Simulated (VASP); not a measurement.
**Ni: equation of state with PBEsol**

Crystal: Ni.

```xyz
1
Lattice="-1.3837 1.3837 1.3837 1.3837 -1.3837 1.3837 1.3837 1.3837 -1.3837" Properties=species:S:1:pos:R:3 pbc="T T T"
Ni    0.0000    0.0000    0.0000
```

This isn't the form of Ni at room conditions, which is fcc.

```yaml
Program: VASP 6.6.1
Task: equation of state
Functional: PBEsol
Potentials_or_basis: VASP PAW PBE potentials, release 64 (Ni)
Cutoff: 520 eV
k_mesh: 13 × 13 × 13
Occupations: fermi-dirac, width 0.05 eV
Spin: collinear spin, ferromagnetic start
Starting_moments: "[1.0] μB"
```

The equilibrium volume is 10.47 Å³/atom and the bulk modulus is 216 GPa. The pressure derivative of the bulk modulus is 4.5.

Energy against volume, from the lowest point:
| volume (Å³/atom) | energy (meV/atom) |
| --- | --- |
| 9.962 | 18.08 |
| 10.174 | 5.67 |
| 10.385 | 0.00 |
| 10.597 | 0.42 |
| 10.809 | 6.29 |
| 11.021 | 17.01 |
| 11.233 | 32.03 |

All runs of the series together: 82 s on 1 thread of Intel(R) Xeon(R) 6975P-C (Granite Rapids), on a shared host.

Caveat: the PAW data sets were made with another functional, which shifts forces and pressure a little.
